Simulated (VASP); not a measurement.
Input of a VASP 6.6.1 run:

File INCAR:

```
PREC = Accurate
ENCUT = 600
EDIFF = 1E-6
ISMEAR = -1
SIGMA = 0.05
LREAL = F
LASPH = T
NELM = 80
ALGO = Fast
ISIF = 3
LWAVE = F
LCHARG = F
GGA = RE
IVDW = 12
IBRION = 2
NSW = 40
EDIFFG = -0.02
```

KPOINTS

```
regular mesh
0
Gamma
  8 8 8
```

POSCAR

```
InPd
1.0
    3.2718847800      0.0000000000      0.0000000000
    0.0000000000      3.2718847800      0.0000000000
    0.0000000000      0.0000000000      3.2718847800
In Pd
1 1
Direct
    0.0000000000      0.0000000000      0.0000000000
    0.5000000000      0.5000000000      0.5000000000
```

Potentials or basis: VASP PAW PBE potentials, release 64 (In_d, Pd).

Command:

```sh
$ cat potpaw_PBE.64/In_d/POTCAR potpaw_PBE.64/Pd/POTCAR > POTCAR
$ mpirun -np 1 vasp_std > vasp.out
```

Q: Estimate the relaxed cell.

A: a = 3.241 Å, b = 3.241 Å, c = 3.241 Å, α = 90.00°, β = 90.00°, γ = 90.00°.

Q: Estimate the band gap on the k mesh.

A: None (metal or under the smearing width).

The path:
```csv
step,energy change (eV),largest force (eV/Å),pressure (GPa),volume (Å³)
1,0.0000,0.0000,-3.46,35.03
2,0.0020,0.0000,4.25,33.14
3,-0.0104,0.0000,-0.52,34.10
4,-0.0102,0.0000,0.42,33.99
5,-0.0103,0.0000,0.17,34.04
```

Caveat: the PAW data sets were made with another functional, which shifts forces and pressure a little; pairwise dispersion overbinds metals, which lowers pressure and volume.
